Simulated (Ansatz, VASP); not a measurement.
# AlRu in VASP and in Ansatz

File POSCAR:

```
AlRu
1.0
    2.9836458200      0.0000000000      0.0000000000
    0.0000000000      2.9836458200      0.0000000000
    0.0000000000      0.0000000000      2.9836458200
Al Ru
1 1
Direct
    0.0000000000      0.0000000000      0.0000000000
    0.5000000000      0.5000000000      0.5000000000
```

Contents of INCAR.step1:

```
SYSTEM = AlRu
PREC     = Accurate       ! precision mode
ENCUT    = 520            ! plane-wave cutoff, eV
ISMEAR   = -1             ! smearing method
SIGMA    = 0.1            ! smearing width, eV
LREAL    = .False.        ! projectors in reciprocal space
LASPH    = .True.         ! aspherical terms in the spheres
NELM     = 100            ! most SCF steps
NBANDS   = 16             ! bands
GGA      = PE             ! functional
ALGO     = Normal         ! electronic algorithm
EDIFF    = 1E-4           ! SCF threshold, eV
LWAVE    = .True.         ! write WAVECAR
LCHARG   = .False.        ! write CHGCAR
```

INCAR.step2

```
SYSTEM = AlRu
PREC     = Accurate       ! precision mode
ENCUT    = 520            ! plane-wave cutoff, eV
EDIFF    = 1E-6           ! SCF threshold, eV
ISMEAR   = -1             ! smearing method
SIGMA    = 0.1            ! smearing width, eV
LREAL    = .False.        ! projectors in reciprocal space
LASPH    = .True.         ! aspherical terms in the spheres
NELM     = 100            ! most SCF steps
ALGO     = Normal         ! electronic algorithm
ISIF     = 2              ! what is computed and relaxed
LWAVE    = .False.        ! write WAVECAR
LCHARG   = .True.         ! write CHGCAR
METAGGA  = R2SCAN         ! meta-GGA
LMIXTAU  = .True.       
LELF     = .True.         ! ELF
LVHAR    = .True.       
NBANDS   = 16             ! bands
ISTART   = 1
```

File KPOINTS:

```
regular mesh
0
Gamma
  11 11 11
  0 0 0
```

Input for Ansatz:

```yaml
crystal:
  lattice:
    - [2.98364582, 0.0, 0.0]
    - [0.0, 2.98364582, 0.0]
    - [0.0, 0.0, 2.98364582]
  atoms:
    - { symbol: Al, position: [0.0, 0.0, 0.0] }
    - { symbol: Ru, position: [0.5, 0.5, 0.5] }
  symmetry: { tolerance: 0.0003 }
hamiltonian:
  xc: r2scan
  pseudopotentials: { kind: paw, azcp: { folder: soft_1 } }
basis:
  ecutwfc: 500
magnetization:
  spin_polarized: false
scf:
  occupations: { method: fermi_dirac, width: 0.1 }
kpoints:
  mp_grid: { grid: [11, 11, 11], shift: [0, 0, 0] }
  band_path:
    path:
      - [0.0, 0.0, 0.0]
      - [0.0, 0.5, 0.0]
      - [0.5, 0.5, 0.0]
      - [0.0, 0.0, 0.0]
      - [0.5, 0.5, 0.5]
      - [0.0, 0.5, 0.0]
      - [0.5, 0.5, 0.5]
      - [0.5, 0.5, 0.0]
    npoints: 15
output:
  forces: true
  stress: true
  eigenvalues: true
  bader: true
  populations: true
  elf: true
  write_potential: true
  write_density: true
  volumetric_format: npy
  dos:
    e_range: [-12, 8]
    de: 0.05
    projected: { site_lists: { Al: [Al], Ru: [Ru] } }
```

Alike in both runs: task single point; functional r2SCAN; k mesh 11 × 11 × 11; occupations fermi-dirac, width 0.1 eV; no spin polarisation.

|  | VASP | Ansatz |
| --- | --- | --- |
| version | VASP 6.6.1 | Ansatz 0.2.0 |
| potentials or method | VASP PAW PBE potentials, release 64 (Al, Ru_pv) | PAW plane waves |
| plane-wave cutoff (eV) | 520 | 500 |
| valence electrons in the cell | 17 | 19 |

```csv
,VASP,Ansatz,Ansatz less VASP
pressure (GPa),0.1,0.0,-0.12
```

The two sets of potentials don't hold the same shells in valence.

Caveats: the PAW data sets were made with another functional, which shifts forces and pressure a little (VASP).
